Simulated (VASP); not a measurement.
# MgAl2C2 (P-3m1): formation energy of the defect C_i (12-fold void)

Wanted: what the defect C_i (12-fold void) costs in MgAl2C2 (P-3m1) and how the lattice relaxes round it. The start is a computed cell from the Materials Project.

Main program and level: VASP 6.6.1; PBEsol; plane waves and PAW (Mg, Al, C), in the first sound run; inputs show where later runs differ.

Report form: the programs' logs are mostly left out.

## (1) The host crystal

Symmetry: P-3m1, No. 164, trigonal system. Conventional cell: a = 3.391 Å, b = 3.391 Å, c = 5.824 Å, α = 90.00°, β = 90.00°, γ = 120.00°. Mg has 6 C at 2.51 Å nearest. Nearest to Al lie 4 C at 2.01 to 2.21 Å. Nearest to C lie 4 Al at 2.01 to 2.21 Å and 3 Mg at 2.51 Å. Farther neighbours are not listed.

## (2) The host at zero pressure

First cell and atoms are relaxed at a raised cutoff, so that later runs start from this functional's own cell.

The input, INCAR:

```
SYSTEM = MgAl2C2
PREC = Accurate
ENCUT = 520
EDIFF = 1E-06
NELM = 120
ISMEAR = 0
SIGMA = 0.05
LREAL = .FALSE.
ALGO = Normal
GGA = PS
NBANDS = 14
LORBIT = 11
LWAVE = .FALSE.
LCHARG = .FALSE.
IBRION = 2
NSW = 40
ISIF = 3
EDIFFG = -0.02
POTIM = 0.4
```

The input, POSCAR:

```
MgAl2C2
1.0
    3.3906462000      0.0000000000      0.0000000000
   -1.6953231000      2.9363857000      0.0000000000
    0.0000000000      0.0000000000      5.8237160000
Mg Al C
1 2 2
Direct
    0.0000000000      0.0000000000      0.0000000000
    0.6666666700      0.3333333300      0.3500090000
    0.3333333300      0.6666666700      0.6499910000
    0.3333333300      0.6666666700      0.2700800000
    0.6666666700      0.3333333300      0.7299200000
```

The input, KPOINTS:

```
Automatic mesh
0
Gamma
6 6 3
0 0 0
```

PAW data sets: Mg, Al and C (PBE family, release 64).

On the command line:

```sh
export OMP_NUM_THREADS=8
mpirun -np 1 vasp_std
```

It took 21 s on 1 × NVIDIA H100 80GB HBM3, 81559 MiB with 1 MPI rank of AMD EPYC 7R13 (Zen 3), shared host; peak memory 1.7 GiB.

The gap is read on the k-mesh alone, so it is an upper bound where the band edges lie off the mesh. The PAW data sets were made with PBE, which is usual practice but a small mismatch for other functionals. The run keeps the 12 symmetry operations of its start, so it cannot find a distortion of lower symmetry.

Relaxation path:

```csv
step,energy less that of the first step (eV),largest force (eV/Å),pressure (GPa),volume (Å³)
1,0.0000,0.0326,-2.40,57.98
2,-0.0067,0.0796,0.64,56.82
3,-0.0071,0.0568,0.00,57.05
4,-0.0077,0.0339,0.00,57.01
5,-0.0078,0.0191,0.00,56.96
```

```csv
"conventional cell, symmetrised",before,after,change
a (Å),3.391,3.377,-0.4 %
b (Å),3.391,3.377,-0.4 %
c (Å),5.824,5.769,-0.9 %
volume (Å³/atom),11.60,11.39,-1.8 %
```

Final coordinates:

```xyz
5
Lattice="3.3765 0.0000 0.0000 -1.6883 2.9241 0.0000 0.0000 0.0000 5.7693" Properties=species:S:1:pos:R:3 pbc="T T T"
Mg    0.0000    0.0000    0.0000
Al    1.6883    0.9747    2.0208
Al    0.0000    1.9494    3.7485
C     0.0000    1.9494    1.5553
C     1.6883    0.9747    4.2140
```

A gap read on the k-mesh alone can miss the band edges.

This step gave:

```yaml
electronic_cycles: 35
electrons: 16
free_energy_toten: -29.60 eV
fermi_energy: 6.985 eV
labelled_metallic_from_the_levels_on_this_mesh: no
gap_on_the_k_mesh: 1.724 eV
least_direct_gap_on_the_k_mesh: 2.970 eV
```

The run ended after 5 ionic steps, 0.008 eV below its first step, once forces and stress met EDIFFG = -0.02.

## (3) Screening in the host

Charged cells interact with their images through the host's screening, so the correction needs its dielectric constant.

The input, INCAR:

```
SYSTEM = MgAl2C2
PREC = Accurate
ENCUT = 400
EDIFF = 1E-08
NELM = 120
ISMEAR = 0
SIGMA = 0.05
LREAL = .FALSE.
ALGO = Normal
GGA = PS
NBANDS = 14
LWAVE = .FALSE.
LCHARG = .FALSE.
LEPSILON = .TRUE.
IBRION = 8
NSW = 1
```

The input, POSCAR:

```
MgAl2C2
1.0
    3.3765110505      0.0000000000      0.0000000000
   -1.6882555253      2.9241443020      0.0000000000
    0.0000000000      0.0000000000      5.7693139712
Mg Al C
1 2 2
Direct
    0.0000000000      0.0000000000      0.0000000000
    0.6666666700      0.3333333300      0.3502677161
    0.3333333300      0.6666666700      0.6497322839
    0.3333333300      0.6666666700      0.2695846397
    0.6666666700      0.3333333300      0.7304153603
```

The input, KPOINTS:

```
Automatic mesh
0
Gamma
8 8 4
0 0 0
```

Run time: 4.9 min. Hardware: 1 × NVIDIA H100 80GB HBM3, 81559 MiB with 1 MPI rank; peak memory 1.9 GiB.

Energies printed during the response cycles are not total energies of the cell.

Numbers from this step:

| Quantity | Value |
| --- | --- |
| pressure of the cell | -0.7716 GPa |
| largest force of the cell | 0.02791 eV/Å |
| Fermi energy | 6.993 eV |
| gap on the k-mesh | 1.762 eV |
| least direct gap on the k-mesh | 2.926 eV |

Electronic dielectric tensor with local fields:

```
7.74 0.00 0.00
0.00 7.74 0.00
0.00 0.00 8.75
```

Ionic part of the static dielectric tensor:

```
 8.53  0.00  0.00
 0.00  8.53  0.00
 0.00  0.00 22.03
```

Born effective charge (e), principal values of the symmetric part by kind of site:

```csv
atom,atoms with these values,low,middle,high,mean
Mg1,1,2.02,2.02,2.79,2.28
Al2,2,1.96,2.26,2.26,2.16
C4,2,-3.36,-3.27,-3.27,-3.30
```

In full for Mg1:

```
2.02 0.00 0.00
0.00 2.02 0.00
0.00 0.00 2.79
```

Lines of the infrared spectrum (strongest = 100):

```csv
position (cm⁻¹),lines merged,"squared mode dipole, relative"
219,2,11
288,1,46
305,2,0.0
385,1,0.0
486,1,14
566,1,0.0
647,2,0.0
651,2,100
```

The electrons screen with a mean of 8.08 and the ions add 13.03; the sum enters the correction.

## (4) The supercell without the defect

System of this step: MgAl2C2 (P-3m1). The cell holds 90 atoms: 18 Mg, 36 Al and 36 C. Its edges and angles: a = 10.130 Å, b = 10.130 Å, c = 11.539 Å, α = 90.0°, β = 90.0°, γ = 120.0°. It derives from MgAl2C2 (MgAl2C2 (P-3m1)).

The same cell, mesh and cutoff without the defect give the energy to subtract and, in a gapped host, the band edges to count from, so that most errors cancel.

The input, INCAR:

```
SYSTEM = MgAl2C2
PREC = Normal
ENCUT = 400
EDIFF = 1E-05
NELM = 120
ISMEAR = 0
SIGMA = 0.05
LREAL = Auto
ALGO = Fast
GGA = PS
LORBIT = 11
LWAVE = .FALSE.
LCHARG = .FALSE.
```

The input, POSCAR:

```
MgAl2C2
1.0
   10.1295331515      0.0000000000      0.0000000000
   -5.0647665759      8.7724329060      0.0000000000
    0.0000000000      0.0000000000     11.5386279424
Mg Al C
18 36 36
Direct
    0.0000000000      0.0000000000      0.0000000000
    0.0000000000      0.0000000000      0.5000000000
    0.0000000000      0.3333333333      0.0000000000
    0.0000000000      0.3333333333      0.5000000000
    0.0000000000      0.6666666667      0.0000000000
    0.0000000000      0.6666666667      0.5000000000
    0.3333333333      0.0000000000      0.0000000000
    0.3333333333      0.0000000000      0.5000000000
    0.3333333333      0.3333333333      0.0000000000
    0.3333333333      0.3333333333      0.5000000000
    0.3333333333      0.6666666667      0.0000000000
    0.3333333333      0.6666666667      0.5000000000
    0.6666666667      0.0000000000      0.0000000000
    0.6666666667      0.0000000000      0.5000000000
    0.6666666667      0.3333333333      0.0000000000
    0.6666666667      0.3333333333      0.5000000000
    0.6666666667      0.6666666667      0.0000000000
    0.6666666667      0.6666666667      0.5000000000
    0.2222222233      0.1111111100      0.1751338581
    0.2222222233      0.1111111100      0.6751338580
    0.2222222233      0.4444444433      0.1751338581
    0.2222222233      0.4444444433      0.6751338580
    0.2222222233      0.7777777767      0.1751338581
    0.2222222233      0.7777777767      0.6751338580
    0.5555555567      0.1111111100      0.1751338581
    0.5555555567      0.1111111100      0.6751338580
    0.5555555567      0.4444444433      0.1751338581
    0.5555555567      0.4444444433      0.6751338580
    0.5555555567      0.7777777767      0.1751338581
    0.5555555567      0.7777777767      0.6751338580
    0.8888888900      0.1111111100      0.1751338581
    0.8888888900      0.1111111100      0.6751338580
    0.8888888900      0.4444444433      0.1751338581
    0.8888888900      0.4444444433      0.6751338580
    0.8888888900      0.7777777767      0.1751338581
    0.8888888900      0.7777777767      0.6751338580
    0.1111111100      0.2222222233      0.3248661420
    0.1111111100      0.2222222233      0.8248661420
    0.1111111100      0.5555555567      0.3248661420
    0.1111111100      0.5555555567      0.8248661420
    0.1111111100      0.8888888900      0.3248661420
    0.1111111100      0.8888888900      0.8248661420
    0.4444444433      0.2222222233      0.3248661420
    0.4444444433      0.2222222233      0.8248661420
    0.4444444433      0.5555555567      0.3248661420
    0.4444444433      0.5555555567      0.8248661420
    0.4444444433      0.8888888900      0.3248661420
    0.4444444433      0.8888888900      0.8248661420
    0.7777777767      0.2222222233      0.3248661420
    0.7777777767      0.2222222233      0.8248661420
    0.7777777767      0.5555555567      0.3248661420
    0.7777777767      0.5555555567      0.8248661420
    0.7777777767      0.8888888900      0.3248661420
    0.7777777767      0.8888888900      0.8248661420
    0.1111111100      0.2222222233      0.1347923198
    0.1111111100      0.2222222233      0.6347923199
    0.1111111100      0.5555555567      0.1347923198
    0.1111111100      0.5555555567      0.6347923199
    0.1111111100      0.8888888900      0.1347923198
    0.1111111100      0.8888888900      0.6347923199
    0.4444444433      0.2222222233      0.1347923198
    0.4444444433      0.2222222233      0.6347923199
    0.4444444433      0.5555555567      0.1347923198
    0.4444444433      0.5555555567      0.6347923199
    0.4444444433      0.8888888900      0.1347923198
    0.4444444433      0.8888888900      0.6347923199
    0.7777777767      0.2222222233      0.1347923198
    0.7777777767      0.2222222233      0.6347923199
    0.7777777767      0.5555555567      0.1347923198
    0.7777777767      0.5555555567      0.6347923199
    0.7777777767      0.8888888900      0.1347923198
    0.7777777767      0.8888888900      0.6347923199
    0.2222222233      0.1111111100      0.3652076802
    0.2222222233      0.1111111100      0.8652076802
    0.2222222233      0.4444444433      0.3652076802
    0.2222222233      0.4444444433      0.8652076802
    0.2222222233      0.7777777767      0.3652076802
    0.2222222233      0.7777777767      0.8652076802
    0.5555555567      0.1111111100      0.3652076802
    0.5555555567      0.1111111100      0.8652076802
    0.5555555567      0.4444444433      0.3652076802
    0.5555555567      0.4444444433      0.8652076802
    0.5555555567      0.7777777767      0.3652076802
    0.5555555567      0.7777777767      0.8652076802
    0.8888888900      0.1111111100      0.3652076802
    0.8888888900      0.1111111100      0.8652076802
    0.8888888900      0.4444444433      0.3652076802
    0.8888888900      0.4444444433      0.8652076802
    0.8888888900      0.7777777767      0.3652076802
    0.8888888900      0.7777777767      0.8652076802
```

The input, KPOINTS:

```
Automatic mesh
0
Gamma
2 2 1
0 0 0
```

Wall time 29 s (1 × NVIDIA H100 80GB HBM3, 81559 MiB with 1 MPI rank); peak memory 1.9 GiB.

This step gave:

* electronic cycles: 17
* electrons: 288
* free energy (TOTEN): -533.2407 eV
* Fermi energy: 6.984 eV
* gap on the k-mesh: 1.858 eV

No direct gap is given, since this cell folds other wave vectors onto the zone centre.

The perfect cell has a gap of 1.86 eV on this mesh, with its valence-band top at 6.696 eV, and charged states follow.

## (5) Reference C

This step: PBEsol; plane waves and PAW (C) (VASP 6.6.1).

System of this step: C. The structure is cubic, space group Fd-3m (No. 227). Conventional cell: a = 3.570 Å, b = 3.570 Å, c = 3.570 Å, α = 90.00°, β = 90.00°, γ = 90.00°. C has 4 C at 1.55 Å nearest.

The reference for C is its crystal, relaxed at the cutoff of the large cell.

The input, INCAR:

```
SYSTEM = C
PREC = Normal
ENCUT = 400
EDIFF = 1E-05
NELM = 120
ISMEAR = 0
SIGMA = 0.1
LREAL = Auto
ALGO = Fast
GGA = PS
NBANDS = 10
LORBIT = 11
LWAVE = .FALSE.
LCHARG = .FALSE.
IBRION = 2
NSW = 25
ISIF = 3
EDIFFG = -0.02
POTIM = 0.4
```

The input, POSCAR:

```
C
1.0
    0.0000000000      1.7850000000      1.7850000000
    1.7850000000      0.0000000000      1.7850000000
    1.7850000000      1.7850000000      0.0000000000
C
2
Direct
    0.0000000000      0.0000000000      0.0000000000
    0.2500000000      0.2500000000      0.2500000000
```

The input, KPOINTS:

```
Automatic mesh
0
Gamma
13 13 13
0 0 0
```

Potentials, in the order of the species: C (PBE family, release 64).

Wall time 33 s (1 × NVIDIA H100 80GB HBM3, 81559 MiB with 1 MPI rank); peak memory 1.7 GiB.

The run keeps the 48 symmetry operations of its start, so it cannot find a distortion of lower symmetry.

Relaxation path:

```csv
step,energy less that of the first step (eV),largest force (eV/Å),pressure (GPa),volume (Å³)
1,0.0000,0.0000,-9.41,11.37
2,-0.0007,0.0000,9.66,10.94
3,-0.0068,0.0000,-0.03,11.15
```

```csv
"conventional cell, symmetrised",before,after,change
a (Å),3.570,3.546,-0.7 %
b (Å),3.570,3.546,-0.7 %
c (Å),3.570,3.546,-0.7 %
volume (Å³/atom),5.69,5.57,-2.0 %
```

The relaxed structure:

```xyz
2
Lattice="0.0000 1.7730 1.7730 1.7730 0.0000 1.7730 1.7730 1.7730 0.0000" Properties=species:S:1:pos:R:3 pbc="T T T"
C     0.0000    0.0000    0.0000
C     0.8865    0.8865    0.8865
```

Numbers from this step:

```
electronic cycles              : 18
electrons                      : 8
free energy (TOTEN)            : -19.26 eV
Fermi energy                   : 10.47 eV
gap on the k-mesh              : 4.030 eV
least direct gap on the k-mesh : 5.583 eV
```

The run ended after 3 ionic steps, 0.007 eV below its first step, once forces and stress met EDIFFG = -0.02.

Energy at zero smearing: -19.26447 eV.

## (6) The defect cell, charge 0

This step: PBEsol; plane waves and PAW (Mg, Al, C) (VASP 6.6.1).

System of this step: C_i (12-fold void). The cell holds 91 atoms: 18 Mg, 36 Al and 37 C. Cell: a = 10.130 Å, b = 10.130 Å, c = 11.539 Å, α = 90.0°, β = 90.0°, γ = 120.0°. It derives from MgAl2C2 (MgAl2C2 (P-3m1)). Nearest the centre at fractional (0.667, 0.667, 0.250): C91 at 0.09 Å, Al48 at 2.13 Å, Al51 at 2.14 Å, Al35 at 2.15 Å, Al36 at 2.16 Å, Al39 at 2.16 Å, Al52 at 2.20 Å, C72 at 2.33 Å.

Atoms within 3.3 Å of the defect's centre start slightly displaced, with symmetry off, so that a distortion can develop. The atoms relax at the host's fixed cell.

The input, INCAR:

```
SYSTEM = Mg18Al36C37
PREC = Normal
ENCUT = 400
EDIFF = 1E-05
NELM = 120
ISMEAR = 0
SIGMA = 0.05
LREAL = Auto
ALGO = Fast
GGA = PS
LORBIT = 11
LWAVE = True
LCHARG = .TRUE.
IBRION = 2
NSW = 50
ISIF = 2
EDIFFG = -0.03
POTIM = 0.4
MAXMIX = 40
ISYM = 0
```

The input, POSCAR:

```
Mg18Al36C37
1.0
   10.1295331515      0.0000000000      0.0000000000
   -5.0647665759      8.7724329060      0.0000000000
    0.0000000000      0.0000000000     11.5386279424
Mg Al C
18 36 37
Direct
    0.0000000000      0.0000000000      0.0000000000
    0.0000000000      0.0000000000      0.5000000000
[... 2 atom lines left out ...]
    0.0000000000      0.6666666700      0.0000000000
    0.0000000000      0.6666666700      0.5000000000
[... 2 atom lines left out ...]
    0.3333333300      0.3333333300      0.0000000000
    0.3333333300      0.3333333300      0.5000000000
    0.3333333300      0.6666666700      0.0000000000
    0.3333333300      0.6666666700      0.5000000000
    0.6666666700      0.0000000000      0.0000000000
    0.6666666700      0.0000000000      0.5000000000
    0.6666666700      0.3333333300      0.0000000000
    0.6666666700      0.3333333300      0.5000000000
    0.6699165900      0.6654845300      0.0022218900
    0.6680505200      0.6643833100      0.5004244300
[... 4 atom lines left out ...]
    0.2222222200      0.4444444400      0.1751338600
[... 4 atom lines left out ...]
    0.1111111100      0.8888888900      0.3248661400
[... 3 atom lines left out ...]
    0.4444444400      0.2222222200      0.3248661400
[... 2 atom lines left out ...]
    0.5510990600      0.4439826200      0.1731331500
    0.4406727300      0.5564394100      0.3233879300
[... 2 atom lines left out ...]
    0.5540235600      0.7777383400      0.1712719400
    0.4444444400      0.8888888900      0.3248661400
[... 2 atom lines left out ...]
    0.8888888900      0.1111111100      0.1751338600
[... 3 atom lines left out ...]
    0.8888888900      0.4444444400      0.1751338600
    0.7767968300      0.5536363700      0.3226103700
[... 2 atom lines left out ...]
    0.8904513100      0.7837989100      0.1756518200
    0.7810108200      0.8976176800      0.3240225300
[... 7 atom lines left out ...]
    0.2222222200      0.4444444400      0.3652076800
[... 2 atom lines left out ...]
    0.1111111100      0.8888888900      0.1347923200
[... 3 atom lines left out ...]
    0.4444444400      0.2222222200      0.1347923200
[... 3 atom lines left out ...]
    0.4396111100      0.5519887000      0.1354901900
    0.5588790900      0.4489669900      0.3651715000
    0.4444444400      0.5555555600      0.6347923200
    0.5555555600      0.4444444400      0.8652076800
    0.4444444400      0.8888888900      0.1347923200
    0.5535820600      0.7769701700      0.3699304500
[... 1 atom line left out ...]
    0.5555555600      0.7777777800      0.8652076800
[... 1 atom line left out ...]
    0.8888888900      0.1111111100      0.3652076800
[... 2 atom lines left out ...]
    0.7867260100      0.5552910500      0.1295490800
    0.8888888900      0.4444444400      0.3652076800
    0.7777777800      0.5555555600      0.6347923200
[... 1 atom line left out ...]
    0.7745062000      0.8895793800      0.1346913500
    0.8904710500      0.7746259700      0.3672999100
    0.7777777800      0.8888888900      0.6347923200
    0.8888888900      0.7777777800      0.8652076800
    0.6766091300      0.6702278500      0.2479683300
```

The input, KPOINTS:

```
Automatic mesh
0
Gamma
2 2 1
0 0 0
```

Potentials, in the order of the species: Mg, Al and C (PBE family, release 64).

The job ended after 13 min (1 × NVIDIA H100 80GB HBM3, 81559 MiB with 1 MPI rank; peak memory 2.1 GiB).

Relaxation path (22 of 50):

```csv
step,energy less that of the first step (eV),largest force (eV/Å)
1,0.0000,1.8216
3,-0.4324,0.7458
6,-0.6239,0.2901
8,-0.6943,0.4533
10,-0.6259,0.8962
13,-0.8875,0.3352
15,-0.9537,0.4003
17,-1.0077,0.6861
20,-1.0066,1.1871
22,-1.2116,1.0916
24,-1.1357,2.1732
27,-1.3746,0.5903
29,-1.3110,3.0360
31,-1.6011,0.6473
34,-1.7661,0.6234
36,-1.8188,0.5172
38,-1.8636,0.4492
41,-1.9617,0.5800
43,-2.1159,0.8831
45,-2.2609,1.5985
48,-2.3256,1.6966
50,-2.5602,1.0547
```

The atoms that moved most (Å):

```csv
atom,dx,dy,dz,length
C91,-0.149,1.083,-0.895,1.413
C87,0.208,0.183,-0.499,0.571
Al39,-0.254,-0.107,0.187,0.333
Al52,-0.058,-0.261,0.098,0.285
Al51,0.188,-0.113,-0.016,0.220
C80,-0.032,-0.153,-0.102,0.187
Mg14,0.149,-0.085,0.028,0.174
Al35,0.045,0.166,0.007,0.172
```

The run used up its steps with a largest force of 1.05 eV/Å at its last finished step, so it is continued.

(Continued in part 2 of 3.)

[Lines on the potential files, build, host, timing and source positions are cut from VASP's logs without a mark.]

[Logs are printed without paths, hosts, clocks, repeated set-up lines and the standing remarks that a program may print on its own settings, such as how far it seeks lower states.]

[Hosts, paths, dates, database ids (printed as entryN), source tags and the programs' standing remarks are cut or masked in the printed files.]

[In band tables of VASP the shares of atoms and orbitals are scaled to a sum of 1 inside the atoms' spheres.]

[Runs that stopped without an error message from VASP are left out.]
